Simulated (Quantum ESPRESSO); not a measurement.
# CdS (Greenockite) (P6_3mc) in Quantum ESPRESSO: equation of state

How stiff is CdS (Greenockite) in PBE, and what volume does it want? The cell is scaled to several volumes.

Everything below comes from runs of Quantum ESPRESSO 7.5. Logs are shortened: lines on timing, memory, paths and dates and some standing lists are left out, and cuts for length are marked.

### 1 Starting point

Symmetry: P6_3mc, No. 186, hexagonal system. Conventional cell: a = 4.150 Å, b = 4.150 Å, c = 6.737 Å, α = 90.00°, β = 90.00°, γ = 120.00°. Cd (site symmetry 3m) is surrounded by 4 S at 2.53 to 2.54 Å. Around S (site symmetry 3m) lie 4 Cd at 2.53 to 2.54 Å.

### 2 Single point, PBE, 23.61 Å³/atom

pw.in

```
&CONTROL
  calculation = 'scf'
  prefix = 'pwscf'
  outdir = './tmp'
  pseudo_dir = './pseudo'
  tprnfor = .true.
  tstress = .true.
  disk_io = 'nowf'
/
&SYSTEM
  ibrav = 0
  nat = 4
  ntyp = 2
  ecutwfc = 60
  ecutrho = 480
  nbnd = 26
  occupations = 'smearing'
  smearing = 'fd'
  degauss = 0.00367493
/
&ELECTRONS
  conv_thr = 8d-10
  electron_maxstep = 120
  mixing_beta = 0.5
/
ATOMIC_SPECIES
Cd   112.4140 Cd.pbe-dn-rrkjus_psl.0.3.1.UPF
S     32.0600 s_pbe_v1.4.uspp.F.UPF
CELL_PARAMETERS angstrom
   4.0652823512    0.0000000000    0.0000000000
  -2.0326411756    3.5206377897    0.0000000000
   0.0000000000    0.0000000000    6.5994716144
ATOMIC_POSITIONS crystal
Cd     0.6666666667    0.3333333333    0.5000000000
Cd     0.3333333333    0.6666666667    0.0000000000
S      0.6666666667    0.3333333333    0.8750000000
S      0.3333333333    0.6666666667    0.3750000000
K_POINTS automatic
7 7 4 0 0 0
```

Potentials or basis: SSSP 1.3 efficiency PBE.

Command:

```console
$ OMP_NUM_THREADS=1 pw.x -in pw.in > pw.out
```

pw.out:

```text
This program is part of the open-source Quantum ESPRESSO suite
     for quantum simulation of materials; please cite
         "P. Giannozzi et al., J. Phys.:Condens. Matter 21 395502 (2009);
         "P. Giannozzi et al., J. Phys.:Condens. Matter 29 465901 (2017);
         "P. Giannozzi et al., J. Chem. Phys. 152 154105 (2020);
     in publications or presentations arising from this work. More details at

     file Cd.pbe-dn-rrkjus_psl.0.3.1.UPF: wavefunction(s)  4D renormalized
     Message from routine setup:
     using ibrav=0 with symmetry is DISCOURAGED, use correct ibrav instead

     G-vector sticks info
     --------------------
     sticks:   dense  smooth     PW     G-vecs:    dense   smooth      PW
     Sum        1945     967    283               113127    39883    6135

     Using Slab Decomposition

     bravais-lattice index     =            0
     lattice parameter (alat)  =       7.6823  a.u.
     unit-cell volume          =     637.4085 (a.u.)^3
     number of atoms/cell      =            4
     number of atomic types    =            2
     number of electrons       =        36.00
     number of Kohn-Sham states=           26
     kinetic-energy cutoff     =      60.0000  Ry
     charge density cutoff     =     480.0000  Ry
     scf convergence threshold =      8.0E-10
     mixing beta               =       0.5000
     number of iterations used =            8  plain     mixing
     Exchange-correlation=  SLA  PW   PBX  PBC
                           (   1   4   3   4   0   0   0)

     celldm(1)=   7.682270  celldm(2)=   0.000000  celldm(3)=   0.000000
     celldm(4)=   0.000000  celldm(5)=   0.000000  celldm(6)=   0.000000

     crystal axes: (cart. coord. in units of alat)
               a(1) = (   1.000000   0.000000   0.000000 )
               a(2) = (  -0.500000   0.866025   0.000000 )
               a(3) = (   0.000000   0.000000   1.623373 )

     reciprocal axes: (cart. coord. in units 2 pi/alat)
               b(1) = (  1.000000  0.577350 -0.000000 )
               b(2) = (  0.000000  1.154701  0.000000 )
               b(3) = (  0.000000 -0.000000  0.616001 )

     PseudoPot. # 1 for Cd read from file:
     Cd.pbe-dn-rrkjus_psl.0.3.1.UPF
     Pseudo is Ultrasoft + core correction, Zval = 12.0
     Generated using "atomic" code by A. Dal Corso  v.5.0.99 svn rev. 10869
     Using radial grid of 1239 points,  6 beta functions with:
                l(1) =   0
                l(2) =   0
                l(3) =   1
                l(4) =   1
                l(5) =   2
                l(6) =   2
     Q(r) pseudized with 0 coefficients

     PseudoPot. # 2 for S  read from file:
     s_pbe_v1.4.uspp.F.UPF
     Pseudo is Ultrasoft + core correction, Zval =  6.0
     Generated by new atomic code, or converted to UPF format
     Using radial grid of  907 points,  6 beta functions with:
                l(1) =   0
                l(2) =   0
                l(3) =   1
                l(4) =   1
                l(5) =   2
                l(6) =   2
     Q(r) pseudized with  8 coefficients,  rinner =    1.300   1.300   1.300
                                                       1.300   1.300

     atomic species   valence    mass     pseudopotential
     Cd               12.00   112.41400     Cd( 1.00)
     S                 6.00    32.06000     S ( 1.00)

     12 Sym. Ops. (no inversion) found ( 6 have fractional translation)

   Cartesian axes

     site n.     atom                  positions (alat units)
         1        Cd     tau(   1) = (   0.5000000   0.2886751   0.8116867  )
         2        Cd     tau(   2) = (  -0.0000000   0.5773503   0.0000000  )
         3        S      tau(   3) = (   0.5000000   0.2886751   1.4204518  )
         4        S      tau(   4) = (  -0.0000000   0.5773503   0.6087651  )

     number of k points=    24  Fermi-Dirac smearing, width (Ry)=  0.0037
                       cart. coord. in units 2pi/alat
        k(    1) = (   0.0000000   0.0000000   0.0000000), wk =   0.0102041
        k(    2) = (   0.0000000   0.0000000   0.1540003), wk =   0.0204082
        k(    3) = (   0.0000000   0.0000000  -0.3080006), wk =   0.0102041
        k(    4) = (   0.0000000   0.1649572   0.0000000), wk =   0.0612245
        k(    5) = (   0.0000000   0.1649572   0.1540003), wk =   0.1224490
        k(    6) = (   0.0000000   0.1649572  -0.3080006), wk =   0.0612245
[... 16 lines left out ...]
        k(   23) = (   0.2857143   0.4948717   0.1540003), wk =   0.1224490
        k(   24) = (   0.2857143   0.4948717  -0.3080006), wk =   0.0612245

     Dense  grid:   113127 G-vectors     FFT dimensions: (  54,  54,  90)

     Smooth grid:    39883 G-vectors     FFT dimensions: (  40,  40,  64)

     Initial potential from superposition of free atoms

     starting charge      35.9902, renormalised to      36.0000
     Starting wfcs are   26 randomized atomic wfcs

     Self-consistent Calculation

     iteration #  1     ecut=    60.00 Ry     beta= 0.50
     Davidson diagonalization with overlap
     ethr =  1.00E-02,  avg # of iterations =  5.5

     Threshold (ethr) on eigenvalues was too large:
     Diagonalizing with lowered threshold

     Davidson diagonalization with overlap
     ethr =  4.56E-04,  avg # of iterations =  2.4

     total energy              =    -292.83387258 Ry
     estimated scf accuracy    <       0.16373180 Ry

     iteration #  2     ecut=    60.00 Ry     beta= 0.50
     Davidson diagonalization with overlap
     ethr =  4.55E-04,  avg # of iterations =  2.0

     total energy              =    -292.86596041 Ry
     estimated scf accuracy    <       0.00669157 Ry

     iteration #  3     ecut=    60.00 Ry     beta= 0.50
     Davidson diagonalization with overlap
     ethr =  1.86E-05,  avg # of iterations =  5.8

     total energy              =    -292.86682955 Ry
     estimated scf accuracy    <       0.00147413 Ry

     iteration #  4     ecut=    60.00 Ry     beta= 0.50
     Davidson diagonalization with overlap
     ethr =  4.09E-06,  avg # of iterations =  3.2

     total energy              =    -292.86701034 Ry
     estimated scf accuracy    <       0.00010677 Ry

     iteration #  5     ecut=    60.00 Ry     beta= 0.50
     Davidson diagonalization with overlap
     ethr =  2.97E-07,  avg # of iterations =  4.2

     total energy              =    -292.86705962 Ry
     estimated scf accuracy    <       0.00000511 Ry

     iteration #  6     ecut=    60.00 Ry     beta= 0.50
     Davidson diagonalization with overlap
     ethr =  1.42E-08,  avg # of iterations =  4.0

     total energy              =    -292.86706183 Ry
     estimated scf accuracy    <       0.00000235 Ry

     iteration #  7     ecut=    60.00 Ry     beta= 0.50
     Davidson diagonalization with overlap
     ethr =  6.53E-09,  avg # of iterations =  2.3

     total energy              =    -292.86706265 Ry
     estimated scf accuracy    <       0.00000083 Ry

     iteration #  8     ecut=    60.00 Ry     beta= 0.50
     Davidson diagonalization with overlap
     ethr =  2.31E-09,  avg # of iterations =  2.0

     total energy              =    -292.86706282 Ry
     estimated scf accuracy    <          5.4E-09 Ry

     iteration #  9     ecut=    60.00 Ry     beta= 0.50
     Davidson diagonalization with overlap
     ethr =  1.49E-11,  avg # of iterations =  6.7

     total energy              =    -292.86706283 Ry
     estimated scf accuracy    <       0.00000001 Ry

     iteration # 10     ecut=    60.00 Ry     beta= 0.50
     Davidson diagonalization with overlap
     ethr =  1.49E-11,  avg # of iterations =  3.0

     total energy              =    -292.86706283 Ry
     estimated scf accuracy    <          5.5E-09 Ry

     iteration # 11     ecut=    60.00 Ry     beta= 0.50
     Davidson diagonalization with overlap
     ethr =  1.49E-11,  avg # of iterations =  2.0

     End of self-consistent calculation

          k = 0.0000 0.0000 0.0000 (  5035 PWs)   bands (ev):

    -6.6528  -6.1614  -1.7795  -1.7539  -1.7539  -1.6512  -1.6512  -1.2692
    -1.2692  -1.1593  -1.1593  -0.7814   1.3141   5.2030   5.2030   6.0097
     6.0616   6.0616   7.3722   8.9021  12.4809  12.4809  12.8109  13.6420
    13.6420  13.9444

          k = 0.0000 0.0000 0.1540 (  5041 PWs)   bands (ev):

    -6.5796  -6.2308  -1.7431  -1.7431  -1.7346  -1.6707  -1.6707  -1.2494
    -1.2494  -1.1716  -1.1716  -1.1308   2.0396   4.9822   5.3208   5.3208
     5.9270   5.9270   8.2682   8.9832  12.3360  12.5523  12.5523  13.2948
    13.3375  13.3375

          k = 0.0000 0.0000-0.3080 (  5010 PWs)   bands (ev):

    -6.4034  -6.4034  -1.7112  -1.7112  -1.7112  -1.7112  -1.5443  -1.5443
    -1.2068  -1.2068  -1.2068  -1.2068   3.4620   3.4620   5.6156   5.6156
     5.6156   5.6156   9.0051   9.0051  12.2871  12.2871  12.8442  12.8442
    12.8442  12.8442

          k = 0.0000 0.1650 0.0000 (  5007 PWs)   bands (ev):

    -6.5735  -6.1273  -1.7502  -1.7216  -1.7031  -1.6140  -1.6038  -1.2883
    -1.2681  -1.1967  -1.1517  -0.7249   1.4670   4.3920   4.9355   5.0549
     5.8426   5.9067   8.3212   9.6283  11.8851  12.7789  12.9640  13.3762
    13.7244  14.0959

          k = 0.0000 0.1650 0.1540 (  5023 PWs)   bands (ev):

    -6.5058  -6.1891  -1.7226  -1.7078  -1.6827  -1.6306  -1.6247  -1.2726
    -1.2488  -1.2437  -1.1664  -1.0059   2.1237   4.4523   4.6253   5.0670
     5.5774   5.7518   8.8641   9.7062  11.8812  12.3167  12.7920  12.8846
    13.7609  13.7761

          k = 0.0000 0.1650-0.3080 (  5042 PWs)   bands (ev):

    -6.3446  -6.3446  -1.6790  -1.6790  -1.6697  -1.6697  -1.5185  -1.5185
    -1.2053  -1.2053  -1.1883  -1.1883   3.3682   3.3682   5.0186   5.0186
     5.3978   5.3978   9.6481   9.6481  11.6848  11.6848  13.0604  13.0604
    13.2393  13.2393

          k = 0.0000 0.3299 0.0000 (  4998 PWs)   bands (ev):

    -6.3839  -6.0595  -1.6913  -1.6628  -1.5663  -1.4953  -1.4694  -1.3254
    -1.2413  -1.2330  -1.1346  -0.6074   1.7863   3.1282   3.7267   4.4060
     5.3488   5.5535   9.3865  10.1190  11.5126  12.3641  13.0989  13.7766
    14.3349  14.6434
[... 87 lines left out ...]
    -6.1273  -6.0397  -1.6391  -1.6012  -1.4988  -1.4290  -1.3561  -1.2792
    -1.1979  -1.1642  -0.7705  -0.6539   1.6232   2.0562   3.4702   4.0445
     4.5405   4.8094   9.8973  10.6432  11.6928  11.7939  12.7056  14.1166
    14.6106  15.6403

          k = 0.1429 0.5774-0.3080 (  4980 PWs)   bands (ev):

    -6.0771  -6.0771  -1.5998  -1.5998  -1.5167  -1.5167  -1.3102  -1.3102
    -1.1859  -1.1859  -0.7117  -0.7117   1.6925   1.6925   4.0196   4.0196
     4.7391   4.7391  10.0096  10.0096  11.7292  11.7292  13.1999  13.1999
    14.8858  14.8858

          k = 0.2857 0.4949 0.0000 (  5004 PWs)   bands (ev):

    -6.1212  -6.0355  -1.6885  -1.5371  -1.4549  -1.3956  -1.3103  -1.2825
    -1.2359  -1.1842  -0.7948  -0.5402   1.9430   2.3298   2.8695   3.6344
     4.3876   4.4118  10.6766  11.0222  11.4235  12.8043  13.2825  13.7923
    14.5004  15.5940

          k = 0.2857 0.4949 0.1540 (  5007 PWs)   bands (ev):

    -6.1022  -6.0413  -1.6431  -1.5598  -1.5004  -1.4260  -1.3002  -1.2952
    -1.2226  -1.2113  -0.7530  -0.5708   1.8051   2.1037   3.0475   4.0647
     4.1951   4.6966  10.6592  10.8918  11.4475  12.4554  12.7838  13.2970
    14.7805  15.4076

          k = 0.2857 0.4949-0.3080 (  4988 PWs)   bands (ev):

    -6.0652  -6.0652  -1.5682  -1.5682  -1.5221  -1.5221  -1.3042  -1.3042
    -1.2193  -1.2193  -0.6574  -0.6574   1.8113   1.8113   3.5533   3.5533
     4.7834   4.7834  10.4786  10.4786  12.1054  12.1054  12.6888  12.6888
    14.7774  14.7774

     the Fermi energy is     6.7444 ev

!    total energy              =    -292.86706283 Ry
     estimated scf accuracy    <          3.7E-11 Ry
     smearing contrib. (-TS)   =      -0.00000000 Ry
     internal energy E=F+TS    =    -292.86706283 Ry

     The total energy is F=E-TS. E is the sum of the following terms:
     one-electron contribution =     -92.15359817 Ry
     hartree contribution      =      75.45558624 Ry
     xc contribution           =    -102.86791473 Ry
     ewald contribution        =    -173.30113616 Ry

     convergence has been achieved in  11 iterations

     Forces acting on atoms (cartesian axes, Ry/au):

     atom    1 type  1   force =     0.00000000    0.00000000   -0.00316099
     atom    2 type  1   force =     0.00000000    0.00000000   -0.00316099
     atom    3 type  2   force =     0.00000000    0.00000000    0.00316099
     atom    4 type  2   force =     0.00000000    0.00000000    0.00316099

     Total force =     0.006322     Total SCF correction =     0.000002

     Computing stress (Cartesian axis) and pressure

          total   stress  (Ry/bohr**3)                   (kbar)     P=       66.23
   0.00043005  -0.00000000   0.00000000           63.26       -0.00        0.00
   0.00000000   0.00043005   0.00000000            0.00       63.26        0.00
   0.00000000   0.00000000   0.00049063            0.00        0.00       72.17

=------------------------------------------------------------------------------=
   JOB DONE.
=------------------------------------------------------------------------------=
```

Run time: 95 s. Hardware: 1 thread of Arm Neoverse V1, shared host; peak memory 0.48 GiB.

Results:

```
Free energy            : -3984.6594 eV
Pressure               : 6.6 GPa
Largest force          : 0.081 eV/Å
Band gap on the k mesh : 1.31 eV, direct
```

### 3 Single point, PBE, 24.12 Å³/atom

Edit pw.in of step 2 so:

```diff
@@ -29,5 +29,5 @@
 CELL_PARAMETERS angstrom
-   4.0652823512    0.0000000000    0.0000000000
-  -2.0326411756    3.5206377897    0.0000000000
-   0.0000000000    0.0000000000    6.5994716144
+   4.0939120434    0.0000000000    0.0000000000
+  -2.0469560217    3.5454318304    0.0000000000
+   0.0000000000    0.0000000000    6.6459482979
 ATOMIC_POSITIONS crystal
```

Potentials or basis: SSSP 1.3 efficiency PBE.

Command:

```console
$ OMP_NUM_THREADS=1 pw.x -in pw.in > pw.out
```

It took 95 s on 1 thread of Arm Neoverse V1, shared host; peak memory 0.49 GiB.

The run converged. Its results:

```yaml
Free_energy: -3984.7326 eV
Pressure: 5.0 GPa
Largest_force: 0.077 eV/Å
Band_gap_on_the_k_mesh: 1.26 eV, direct
```

### 4 Single point, PBE, 24.62 Å³/atom

Edit pw.in of step 3 so:

```diff
@@ -29,5 +29,5 @@
 CELL_PARAMETERS angstrom
-   4.0939120434    0.0000000000    0.0000000000
-  -2.0469560217    3.5454318304    0.0000000000
-   0.0000000000    0.0000000000    6.6459482979
+   4.1221468118    0.0000000000    0.0000000000
+  -2.0610734059    3.5698838571    0.0000000000
+   0.0000000000    0.0000000000    6.6917838725
 ATOMIC_POSITIONS crystal
```

Command:

```console
$ OMP_NUM_THREADS=1 pw.x -in pw.in > pw.out
```

Wall time 92 s (1 thread of Arm Neoverse V1, shared host); peak memory 0.5 GiB.

It converged, with:

```yaml
Free_energy: -3984.7860 eV
Pressure: 3.5 GPa
Largest_force: 0.072 eV/Å
Band_gap_on_the_k_mesh: 1.22 eV, direct
```

### 5 Single point, PBE, 25.12 Å³/atom

Edit pw.in of step 4 so:

```diff
@@ -29,5 +29,5 @@
 CELL_PARAMETERS angstrom
-   4.1221468118    0.0000000000    0.0000000000
-  -2.0610734059    3.5698838571    0.0000000000
-   0.0000000000    0.0000000000    6.6917838725
+   4.1500000000    0.0000000000    0.0000000000
+  -2.0750000000    3.5940054257    0.0000000000
+   0.0000000000    0.0000000000    6.7370000000
 ATOMIC_POSITIONS crystal
```

Command:

```console
$ OMP_NUM_THREADS=1 pw.x -in pw.in > pw.out
```

It took 96 s on 1 thread of Arm Neoverse V1, shared host; peak memory 0.51 GiB.

The run converged. Its results:

```yaml
Free_energy: -3984.8217 eV
Pressure: 2.2 GPa
Largest_force: 0.068 eV/Å
Band_gap_on_the_k_mesh: 1.17 eV, direct
```

### 6 Single point, PBE, 25.62 Å³/atom

Edit pw.in of step 5 so:

```diff
@@ -29,5 +29,5 @@
 CELL_PARAMETERS angstrom
-   4.1500000000    0.0000000000    0.0000000000
-  -2.0750000000    3.5940054257    0.0000000000
-   0.0000000000    0.0000000000    6.7370000000
+   4.1774842447    0.0000000000    0.0000000000
+  -2.0887421223    3.6178074798    0.0000000000
+   0.0000000000    0.0000000000    6.7816171943
 ATOMIC_POSITIONS crystal
```

Potentials or basis: SSSP 1.3 efficiency PBE.

Command:

```console
$ OMP_NUM_THREADS=1 pw.x -in pw.in > pw.out
```

Wall time 1.7 min (1 thread of Arm Neoverse V1, shared host); peak memory 0.52 GiB.

Results (log left out):

| Quantity | Value |
| --- | --- |
| Free energy | -3984.8416 eV |
| Pressure | 0.9 GPa |
| Largest force | 0.064 eV/Å |
| Band gap on the k mesh | 1.12 eV, direct |

### 7 Single point, PBE, 26.13 Å³/atom

Edit pw.in of step 6 so:

```diff
@@ -29,5 +29,5 @@
 CELL_PARAMETERS angstrom
-   4.1774842447    0.0000000000    0.0000000000
-  -2.0887421223    3.6178074798    0.0000000000
-   0.0000000000    0.0000000000    6.7816171943
+   4.2046115259    0.0000000000    0.0000000000
+  -2.1023057629    3.6413003944    0.0000000000
+   0.0000000000    0.0000000000    6.8256549035
 ATOMIC_POSITIONS crystal
```

Command:

```console
$ OMP_NUM_THREADS=1 pw.x -in pw.in > pw.out
```

It took 1.8 min on 1 thread of Arm Neoverse V1, shared host; peak memory 0.53 GiB.

The run converged. Its results:

* Free energy: -3984.8471 eV
* Pressure: -0.1 GPa
* Largest force: 0.061 eV/Å
* Band gap on the k mesh: 1.08 eV, direct

### 8 Single point, PBE, 26.63 Å³/atom

Edit pw.in of step 7 so:

```diff
@@ -29,5 +29,5 @@
 CELL_PARAMETERS angstrom
-   4.2046115259    0.0000000000    0.0000000000
-  -2.1023057629    3.6413003944    0.0000000000
-   0.0000000000    0.0000000000    6.8256549035
+   4.2313932131    0.0000000000    0.0000000000
+  -2.1156966065    3.6644940159    0.0000000000
+   0.0000000000    0.0000000000    6.8691315847
 ATOMIC_POSITIONS crystal
```

Command:

```console
$ OMP_NUM_THREADS=1 pw.x -in pw.in > pw.out
```

It took 2.2 min on 1 thread of Arm Neoverse V1, shared host; peak memory 0.54 GiB.

Results (log left out):

```yaml
Free_energy: -3984.8398 eV
Pressure: -1.1 GPa
Largest_force: 0.057 eV/Å
Band_gap_on_the_k_mesh: 1.03 eV, direct
```

### 9 Equation of state, PBE

Potentials or basis: SSSP 1.3 efficiency PBE.

This step only gathers the single runs of the series.

What came out:

* Equilibrium volume: 26.08 Å³/atom
* Bulk modulus at fixed shape and positions: 53 GPa
* Pressure derivative of the bulk modulus: 4.6

Energy against volume, from the lowest point:
```tsv
volume (Å³/atom)	energy (meV/atom)
23.614	46.93
24.116	28.63
24.618	15.27
25.121	6.34
25.623	1.39
26.126	0.00
26.628	1.82
```

Caveat: the cell was scaled at fixed shape and fractional positions, which overstates the stiffness of a crystal with free parameters, most of all of layers and chains.
